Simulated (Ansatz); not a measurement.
Relaxed bulk MoS2:

```
CELL_PARAMETERS angstrom
1.57156 0.90734 6.28329
-1.57156 0.90734 6.28329
0.00000 -1.81468 6.28329
ATOMIC_POSITIONS crystal
Mo 0.00000 0.00000 0.00000
S 0.74931 0.74931 0.74931
S 0.58399 0.58399 0.58399
```

Miller indices refer to the conventional cell of R3m (No. 160), a = 3.143 Å, b = 3.143 Å, c = 18.850 Å, α = 90.00°, β = 90.00°, γ = 120.00°. The bulk's gap is 0.99 eV.

Consider the (001) slab of 6 planes, 9.4 Å thick with 15 Å of vacuum as cut; outer planes S (top) and S (bottom), all atoms relaxed.

The calculation used DFT PBEsol, scalar-relativistic, plane waves, PAW (Ansatz 0.2.0). Cutoff 420 eV; k points 9×9×1 on the computed 6-atom cell (Γ-centred); Gaussian smearing, width 0.05 eV; no spin polarisation. A dipole correction removes the field between periodic images along c.

The surface energy is small: either the cut is weakly bound (this functional has no dispersion correction), or the bulk reference is not the lowest structure.

(1) Give the surface energy (mean of both faces).

(2) Estimate the gap of the slab on the mesh.

(3) The top two planes lie 1.558 Å apart in the bulk. How does relaxation change this?

An odd mesh misses points on the zone edge, so a gap read on it can be too wide.

Answers

(1) 0.02 J/m².

(2) 1.38 eV.

(3) The spacing becomes 1.558 Å (0.0 %).